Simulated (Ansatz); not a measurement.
# CuO (P4/mmm) in Ansatz: relaxation of cell and atoms with LDA

Aim: the relaxation of cell and atoms of CuO with LDA.

Program: Ansatz 0.2.0. These are calculated values, not measurements. Logs are shortened: lines on timing, memory, paths and dates and some standing lists are left out, and cuts for length are marked.

**1. The structure**

It takes space group P4/mmm (No. 123, tetragonal). Conventional cell: a = 4.161 Å, b = 4.161 Å, c = 3.888 Å, α = 90.00°, β = 90.00°, γ = 90.00°. Cu (site symmetry mmm) is surrounded by 4 O at 1.94 to 2.08 Å. Cu (site symmetry 4/mmm) has 6 O at 1.94 to 2.08 Å as nearest neighbours. O (site symmetry 4/mmm) has 6 Cu at 1.94 to 2.08 Å as nearest neighbours. O (site symmetry mmm) has 4 Cu at 1.94 to 2.08 Å as nearest neighbours.

Measurements of this composition are mostly on another form, of space group No. 15.

**2. Relaxation of cell and atoms, LDA**

Contents of input.yaml:

```yaml
crystal:
  lattice:
    - [4.160937, 0.0, 0.0]
    - [0.0, 4.160937, 0.0]
    - [0.0, 0.0, 3.887643]
  atoms:
    - { symbol: Cu, position: [0.5, 0.0, 0.5] }
    - { symbol: Cu, position: [0.0, 0.5, 0.5] }
    - { symbol: Cu, position: [0.0, 0.0, 0.0] }
    - { symbol: O, position: [0.0, 0.0, 0.5] }
    - { symbol: O, position: [0.5, 0.0, 0.0] }
    - { symbol: O, position: [0.0, 0.5, 0.0] }
hamiltonian:
  xc: lda
  pseudopotentials: { kind: paw }
kpoints:
  mp_grid: { grid: [7, 7, 7] }
scf:
  occupations: { method: fermi_dirac, width: 0.05 }
output:
  forces: true
  stress: true
  eigenvalues: true
  write_density: true
  write_potential: true
  elf: true
  volumetric_format: npy
relax:
  f_tol: 0.01
  max_steps: 40
  cell: { stress_tol: 0.05 }
```

Potentials or basis: Ansatz PAW.

The run is started by

```
ansatz run input.yaml --threads 2 --pin off --max-ram 5632MiB --backend cpu --events-out ev --progress --plain --runs-dir out
```

Output:

```text
Warning: RAYON_NUM_THREADS=2 ignored (pool sized by the plan → 2); use --threads N
Engine: ansatz 0.2.0, aarch64-unknown-linux-gnu
Pseudopotentials: kind: paw
Pseudopotential: Cu, paw, valence charge 19, recommended cutoff 420 eV (normal), Cu.paw.azcp
Pseudopotential: O, paw, valence charge 6, recommended cutoff 420 eV (normal), O.paw.azcp
Functional definition: SPW92
  exchange = slater_x
  correlation = pw_c
Crystal: 6 atoms, lattice volume = 67.308 Å³
Basis set: ecut = 420 eV, 1309 PW (Γ)
Bands: 45, of which v1, the nominal top of the filled ones, is band 38 counted from 1 (37 counted from 0)
Symmetry: 16 space group operations
Space group: P4/mmm (ITA 123), of the structure as read, at distance tolerance 4.1e-5 Å
k-points: 40 of 343
Non-local potential: Cu, projectors of the file, l = 0: 3, l = 1: 2, l = 2: 3, l = 3: 1
Non-local potential: O, projectors of the file, l = 0: 2, l = 1: 2, l = 2: 1
PAW form: soft (Blöchl's): semilocal exchange-correlation on the pseudo side does not see the compensation charge
PAW frozen core: Cu, regenerated for the run's functional, and the local potential with it (the file was generated under x = pbe(κ = 0.804, μ = 0.2195149727645171), c = pbe(β = 0.06672455060314922))
PAW frozen core: O, regenerated for the run's functional, and the local potential with it (the file was generated under x = pbe(κ = 0.804, μ = 0.2195149727645171), c = pbe(β = 0.06672455060314922))
PAW one-centre angular grid: Cu, 590 points (default); XC on 64 Gauss nodes
PAW one-centre angular grid: O, 110 points (default); XC on 64 Gauss nodes
Initial density: superposition of atomic densities (neutral atoms: chi_scale 0, normalization atom), corrected by the library's trained network
Initial wavefunctions: pseudopotential atomic-orbital guess
Functional: x = slater, c = lda
SCF iter   1: F=—  HF=-21327.181878 eV  |F-HF|=—  |Δ(HF+E_count)|=         —  Δρ=2.17e-2  dr2=2.51e-1  ethr=1.77e-3  ⟨swp⟩=6.1  Hψ=6476  notcnv=0  defer=7
preconditioner: auto → LDOS  [metal: Δε(μ)=0.032 eV  Ē_g=10.823 eV  σ=0.050 eV  W_gap=0.16  n_scr=26 (ndim 8)  ℏωp=32.3 eV  f_vac=0.127  D(μ)=4.20/eV (n_scr^D=32)  β→1.0]
SCF iter   2: F=—  HF=-21327.262370 eV  |F-HF|=—  |Δ(HF+E_count)|=   8.05e-2  Δρ=3.57e-2  dr2=4.54e-1  ethr=3.35e-4  ⟨swp⟩=2.6  Hψ=3901  notcnv=0  defer=69  recentre
SCF iter   3: F=—  HF=-21327.117624 eV  |F-HF|=—  |Δ(HF+E_count)|=   1.45e-1  Δρ=5.93e-3  dr2=2.41e-2  ethr=3.35e-4  ⟨swp⟩=2.1  Hψ=3353  notcnv=0  defer=69
SCF iter   4: F=—  HF=-21327.113729 eV  |F-HF|=—  |Δ(HF+E_count)|=   3.89e-3  Δρ=4.02e-3  dr2=8.25e-3  ethr=3.21e-5  ⟨swp⟩=2.1  Hψ=2866  notcnv=0  defer=69
SCF iter   5: F=—  HF=-21327.112802 eV  |F-HF|=—  |Δ(HF+E_count)|=   9.27e-4  Δρ=1.72e-3  dr2=1.57e-3  ethr=1.10e-5  ⟨swp⟩=1.2  Hψ=1738  notcnv=0  defer=69
SCF iter   6: F=—  HF=-21327.112596 eV  |F-HF|=—  |Δ(HF+E_count)|=   2.06e-4  Δρ=5.47e-4  dr2=1.38e-4  ethr=2.09e-6  ⟨swp⟩=1.3  Hψ=1746  notcnv=0  defer=69
SCF iter   7: F=—  HF=-21327.112578 eV  |F-HF|=—  |Δ(HF+E_count)|=   1.79e-5  Δρ=1.01e-4  dr2=5.05e-6  ethr=1.84e-7  ⟨swp⟩=2.0  Hψ=2167  notcnv=0  defer=69
SCF iter   8: F=—  HF=-21327.112580 eV  |F-HF|=—  |Δ(HF+E_count)|=   1.88e-6  Δρ=1.52e-5  dr2=1.24e-7  ethr=6.74e-9  ⟨swp⟩=2.0  Hψ=2264  notcnv=0  defer=69
SCF iter   9: F=-21327.112580 eV  HF=-21327.112580 eV  |F-HF|=4.89e-8  |Δ(HF+E_count)|=   6.95e-9  Δρ=9.11e-6  dr2=4.51e-8  ethr=1.33e-10  ⟨swp⟩=12.7  Hψ=12129  notcnv=0
SCF 1 converged in 9 iterations: F = -21327.112580 eV  dr2 = 4.51e-8
relax step   1: F+E_penalty+E_count = -21327.11258023 eV  Δ(F+E_penalty+E_count) = +0.000e0 eV  max|allowed force component| = 6.143e-28 eV/Å  Δτ_max = 0.0000 Å  P = -11.490 GPa  Ω = 67.308 Å³  (9 SCF iters, dr2 threshold 1.00e-7 eV, accepted)
Crystal: 6 atoms, lattice volume = 64.887 Å³
Basis set: ecut = 420 eV, 1277 PW (Γ)
Initial density: handed on by an earlier stage of this run
Initial wavefunctions: those handed on with the density
iter 1 solved again at ethr=8.13e-5 eV; its pass at ethr=3.10e-3 eV (dr2=6.10e-2 eV) is discarded
SCF iter   1: F=—  HF=-21327.266930 eV  |F-HF|=—  |Δ(HF+E_count)|=         —  Δρ=1.11e-2  dr2=6.13e-2  ethr=8.13e-5  ⟨swp⟩=2.0  Hψ=7459  notcnv=0
preconditioner: auto → LDOS  [metal: Δε(μ)=0.025 eV  Ē_g=11.163 eV  σ=0.050 eV  W_gap=0.12  n_scr=26 (ndim 8)  ℏωp=32.9 eV  f_vac=0.114  D(μ)=3.42/eV (n_scr^D=30)  β→1.0]
SCF iter   2: F=—  HF=-21327.259776 eV  |F-HF|=—  |Δ(HF+E_count)|=   7.15e-3  Δρ=3.82e-3  dr2=7.88e-3  ethr=8.13e-5  ⟨swp⟩=2.0  Hψ=1969  notcnv=0
SCF iter   3: F=—  HF=-21327.259772 eV  |F-HF|=—  |Δ(HF+E_count)|=   3.81e-6  Δρ=3.71e-3  dr2=5.08e-3  ethr=1.05e-5  ⟨swp⟩=2.0  Hψ=2775  notcnv=0
[... 76 lines left out ...]
SCF iter   3: F=—  HF=-21327.301111 eV  |F-HF|=—  |Δ(HF+E_count)|=   2.57e-8  Δρ=1.07e-5  dr2=4.33e-8  ethr=2.31e-10  ⟨swp⟩=2.0  Hψ=2744  notcnv=0
SCF iter   4: F=—  HF=-21327.301111 eV  |F-HF|=—  |Δ(HF+E_count)|=   6.98e-9  Δρ=4.85e-6  dr2=1.09e-8  ethr=5.77e-11  ⟨swp⟩=2.0  Hψ=2560  notcnv=0
SCF iter   5: F=—  HF=-21327.301111 eV  |F-HF|=—  |Δ(HF+E_count)|=   1.35e-9  Δρ=3.23e-6  dr2=5.25e-9  ethr=1.45e-11  ⟨swp⟩=2.2  Hψ=2428  notcnv=0
SCF iter   6: F=—  HF=-21327.301111 eV  |F-HF|=—  |Δ(HF+E_count)|=  7.31e-10  Δρ=5.55e-7  dr2=1.63e-10  ethr=7.00e-12  ⟨swp⟩=1.1  Hψ=1805  notcnv=0
SCF iter   7: F=-21327.301111 eV  HF=-21327.301111 eV  |F-HF|=7.28e-12  |Δ(HF+E_count)|=  1.82e-11  Δρ=8.81e-8  dr2=3.05e-12  ethr=1.00e-12  ⟨swp⟩=5.8  Hψ=7815  notcnv=0
SCF 8 converged in 7 iterations: F = -21327.301111 eV  dr2 = 3.05e-12
relax step   8: F+E_penalty+E_count = -21327.30111142 eV  Δ(F+E_penalty+E_count) = +1.295e-3 eV  max|allowed force component| = 5.013e-30 eV/Å  Δτ_max = 0.0000 Å  P = -0.012 GPa  Ω = 62.222 Å³  stress off target by 1.47e-2 GPa  SCF on the basis re-selected at this cell (its energy is not comparable with the rows above)  (7 SCF iters)
basis re-selected at this cell: Δ(F+E_penalty+E_count) = +1.295e-3 eV, ΔP = -0.016 GPa vs the last step (what re-selecting the basis moved, of the pressure what is left beyond the Pulay correction that the steps carried, after the strain that the cell walked since its last selection, with what the two solves' SCF thresholds leave and, on support functions, any second-order correction that the steps lacked; it is no measure of the basis error at this ecutwfc). This SCF's stress stands 1.47e-2 GPa from its target on what of the cell is left free (relax.cell.stress_tol is 5.00e-2 GPa) and its largest allowed force component is 5.01e-30 eV/Å (relax.f_tol is 1.00e-2 eV/Å): within both
SCF converged after 7 iterations
Free energy (F): -21327.301111 eV
Harris-Foulkes:  -21327.301111 eV  (|F-HF|=7.28e-12)
Internal energy: -21327.273395 eV  (E = F + TS)
E sigma→0 (E₀):  -21327.287253 eV
Entropy (-TS):   -0.027717 eV (-4.619 meV/atom)
Fermi energy:    11.010647 eV
--- Per-component energies (eV) ---
  E_band       = -1352.045948
  E_kinetic    = 1415.366542
  E_local      = -15657.182022  (includes V_loc(G=0)·N_el)
  E_nonlocal   = 1338.590507
  E_hartree    = 6816.473608
  E_xc         = -481.302848
  E_vxc        = -621.786389  (∫ρ·V_xc dr)
  E_paw        = -5218.058212  (= ΣΔE_a)
  E_vpaw       = -1459.989734  (= ΣTr[D̂ρ^β])
  E_aug_tail   = 0.008026  (compensation charges beyond the density's cutoff)
  E_ewald      = -9542.808739
  E_core_change = 1.639745  (= ΣΔE_core)
  E_smearing   = -0.027717  (= −TS)
  E_closure    = 0.000000  (closes the sum)
  Σ components = -21327.301111   (vs F -21327.301111, Δ=0.00e0)
--- Forces (eV/Å), atoms counted from 1 ---
  atom   1  Cu     0.00000000     0.00000000     0.00000000
  atom   2  Cu    -0.00000000    -0.00000000     0.00000000
  atom   3  Cu    -0.00000000     0.00000000     0.00000000
  atom   4  O      0.00000000    -0.00000000     0.00000000
  atom   5  O      0.00000000     0.00000000     0.00000000
  atom   6  O      0.00000000    -0.00000000     0.00000000
  max |Σ_I F_I| component: 7.79e-30 eV/Å
--- Stress (GPa, compression-positive) ---
       -0.014721      -0.000000       0.000000
       -0.000000      -0.014721       0.000000
        0.000000       0.000000      -0.006204
  P = ⅓ Tr σ = -0.0119 GPa (-0.119 kbar)
--- Band table (eV; the first three rows and the last of 40) ---
  k-point 0: bands = ["-101.0055", "-100.4939", "-100.4921", "-58.8995", "-58.7877", "-58.7877", "-58.4464", "-58.4446", "-58.3822", "-58.3822", "-58.1413", "-58.1413", "-9.2342", "-6.9524", "-6.4275", "4.4393", "4.5903", "4.5903", "7.2969", "7.2969", "7.4436", "7.6462", "7.7407", "7.8279", "7.8279", "7.8387", "8.3632", "8.4077", "8.5109", "8.7686", "8.7686", "9.0090", "9.1182", "9.1182", "9.3400", "9.3400", "9.3415", "9.4309", "9.5929", "12.4457", "17.3799", "19.0272", "19.9917", "19.9917", "22.1328"]
  k-point 1: bands = ["-101.0054", "-100.4939", "-100.4921", "-58.8994", "-58.7877", "-58.7877", "-58.4465", "-58.4446", "-58.3823", "-58.3823", "-58.1413", "-58.1413", "-9.1509", "-6.9647", "-6.3761", "4.1538", "4.6148", "4.6148", "6.6984", "6.7241", "6.7723", "6.7723", "7.6824", "7.7799", "8.2632", "8.2632", "8.4757", "8.4947", "8.4947", "8.5330", "8.9940", "9.0474", "9.1767", "9.1767", "9.3418", "9.7588", "9.7817", "9.7817", "9.9359", "13.1188", "17.7202", "19.4695", "19.7427", "19.7427", "21.3050"]
  k-point 2: bands = ["-101.0054", "-100.4939", "-100.4921", "-58.8994", "-58.7875", "-58.7875", "-58.4467", "-58.4446", "-58.3824", "-58.3824", "-58.1413", "-58.1413", "-8.9446", "-7.0120", "-6.2565", "3.6907", "4.6938", "4.6938", "5.3781", "5.6679", "6.1458", "6.1458", "7.7790", "7.8228", "8.0185", "8.0185", "8.3813", "8.6235", "8.8367", "8.8367", "8.9439", "9.3423", "9.4345", "9.4345", "9.5485", "10.0234", "10.3497", "10.3497", "10.6150", "14.5838", "18.3971", "19.2020", "19.2020", "20.5106", "20.6393"]
  k-point 39: bands = ["-101.0054", "-100.4931", "-100.4930", "-58.8999", "-58.7879", "-58.7879", "-58.4454", "-58.4453", "-58.3902", "-58.3739", "-58.1489", "-58.1342", "-8.4416", "-6.4783", "-6.4293", "2.3739", "2.9694", "2.9753", "5.0736", "5.1761", "5.1778", "5.3587", "5.6832", "8.1775", "8.4258", "8.4838", "8.7411", "8.8102", "8.8143", "8.9769", "9.4733", "9.6921", "9.8716", "10.4747", "11.0947", "12.1076", "12.2112", "12.2367", "12.2712", "12.9073", "18.1095", "19.3755", "19.3805", "20.4225", "20.4643"]
--- Relaxed structure (6 steps of the walk, 6 accepted, 2 SCFs on fresh bases) ---
  F+E_penalty+E_count = -21327.30111142 eV   max|allowed force component| = 5.013e-30 eV/Å   (the final SCF, on the basis selected at the relaxed cell)
  cell:  # Å, volume = 62.2217 Å³
    - [4.0426851134667245, -4.217120394627472e-34, 3.1520663425018655e-33]
    - [-4.217120394627472e-34, 4.0426851134667245, 3.447572877359685e-34]
    - [2.760971270613957e-33, 3.2211332600462925e-34, 3.8071675356075083]
  atoms:
    - { symbol: Cu, position: [0.5, -2.4288079260679714e-35, 0.5000000000000001] }
    - { symbol: Cu, position: [-6.80299758522692e-34, 0.5, 0.5000000000000001] }
    - { symbol: Cu, position: [8.2164372350063e-34, 7.89513246438968e-36, 3.096236499189927e-36] }
    - { symbol: O, position: [-3.181482243355349e-34, 1.386168295274526e-36, 0.5000000000000001] }
    - { symbol: O, position: [0.5, -2.7542561345237294e-35, -6.192472998379811e-36] }
    - { symbol: O, position: [4.410049230275834e-34, 0.5, 3.096236499189938e-36] }
```

Wall time 27 s (2 threads of Arm Neoverse V2, shared host); peak memory 0.39 GiB.

What came out:

```yaml
Free_energy: -21327.3011 eV
Relaxed_volume: 10.37 Å³/atom
Relaxed_cell: a = 4.043 Å, b = 4.043 Å, c = 3.807 Å, α = 90.00°, β = 90.00°, γ = 90.00°
Space_group_after_relaxing_to_0.05_Å: P4/mmm (No. 123)
Energy_gained_by_relaxing: 31.4 meV/atom
Ionic_steps: 8
Pressure_after_relaxing: 0.0 GPa
Band_gap_on_the_k_mesh: none (metal or under the smearing width)
```

The path:
```
step  energy change (eV)  largest force (eV/Å)  volume (Å³)
   1              0.0000                0.0000        67.31
   2             -0.1459                0.0000        64.89
   3             -0.2082                0.0000        62.15
   4             -0.2074                0.0000        62.45
   5             -0.2074                0.0000        62.45
   6             -0.1882                0.0000        62.45
   7             -0.1898                0.0000        62.22
   8             -0.1885                0.0000        62.22
```

Final structure:
```xyz
6
Lattice="4.0427 0.0000 0.0000 0.0000 4.0427 0.0000 0.0000 0.0000 3.8072" Properties=species:S:1:pos:R:3 pbc="T T T"
Cu    2.0213    0.0000    1.9036
Cu    0.0000    2.0213    1.9036
Cu    0.0000    0.0000    0.0000
O     0.0000    0.0000    1.9036
O     2.0213    0.0000    0.0000
O     0.0000    2.0213    0.0000
```

Caveat: the plane-wave basis is chosen anew once the cell has moved, so the energies of steps on either side of that aren't comparable; the pressure holds a Pulay correction of +0.9 GPa for the finite cutoff; an odd number of electrons without spin polarisation forces a metal; a magnetic or distorted state may lie lower; the run has no spin polarisation, though such a crystal can be magnetic; semilocal functionals often make such compounds metallic where correlation or magnetic order opens a gap, which also shifts bond lengths; the PAW data sets come from PBE, with cores solved anew for the run's functional, which leaves a small shift of forces and pressure. With open d or f shells a metallic result of LDA can be an artefact of self-interaction; +U or a hybrid may open a gap.
